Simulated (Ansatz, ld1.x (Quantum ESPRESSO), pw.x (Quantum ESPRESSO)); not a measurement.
# Sn (Z = 50): does the TM potential hold in the solid?

- Element: tin (Sn)
- Generator: ld1.x (Quantum ESPRESSO) 7.5
- Type: norm-conserving Troullier–Martins (Kleinman–Bylander form)
- Functional: PBE
- Relativity: scalar-relativistic
- Frozen core: [Kr] 4d10
- Valence charge: 4
- Reference configuration: 5s2 5p0 (charge +2)
- Partial waves: 5p (bound, empty): rc 2.30 bohr; 5d channel at 0.05 Ry: rc 2.30 bohr; 5s (bound): rc 1.85 bohr
- Local potential: the s channel
- Core correction: a·sin(br)/r model core, default radius (core density twice the valence density)

Atomic tests: cutoffs needed: 21 Ry and 40 Ry (the cutoffs (Ry, on a coarse ladder) from which the occupation-weighted sum of valence levels, in a spherical-Bessel basis at the reference potential, stays within 10 and 1 mRy of its value at 400 Ry); ghost test: no extra level below or beside the all-electron valence levels (p, d, s, f tested) (spherical-Bessel basis up to 400 Ry, 20 bohr box); largest excitation error: -110 meV (all-electron minus pseudo) for 5s1 5p0, out of 7 test configurations.

Crystal test: bcc Sn in pw.x 7.5, no spin, 12³ k-points, Fermi–Dirac smearing 0.01 Ry, cutoffs 50/200 Ry. The reference is all-electron LAPW (Ansatz 0.2.0) with the same functional, mesh and smearing; V0 and B0 come from Birch–Murnaghan fits to the pressures at five volumes. Errors are pseudo minus all-electron; Δ is the rms difference of the E(V) curves that follow from these fits, minima aligned, over ±6 % about the mean V0. Mesh and smearing are coarse, so the numbers serve the comparison and aren't converged zero-temperature values; the lattice is a test structure that the element need not adopt.

All-electron: a0 = 3.809 Å (V0 = 27.63 Å³/atom), B0 = 46.7 GPa.

**Question.** How far does the potential miss the all-electron equation of state?

**Answer.** mean pressure error (GPa): -1.80; a0 (Å): 3.758; a0 error (%): -1.35; B0 error (%): +5.7; Δ (meV/atom): 11.6. This is a poor potential for the solid.

```tsv
V (Å³/atom)	P all-electron (GPa)	P pseudo (GPa)
26.399	2.38	0.24
27.093	0.96	-0.99
27.788	-0.26	-2.05
28.483	-1.32	-2.95
29.177	-2.23	-3.73
```

**Question.** At the middle volume, how do free energy and pressure move when the wave cutoff is lowered (ecutrho kept at four times it)?

**Answer.**

| cutoff (Ry) | shift of F (meV/atom) | shift of P (GPa) |
| --- | --- | --- |
| 22 | +119.4 | -1.70 |
| 30 | +14.3 | -0.10 |
| 40 | +8.5 | -0.00 |

The run at the middle volume (72 k-points, 10 iterations) took about 15 s on one core of a shared host (Neoverse-V1, 32 threads, 247 GiB, load 45).
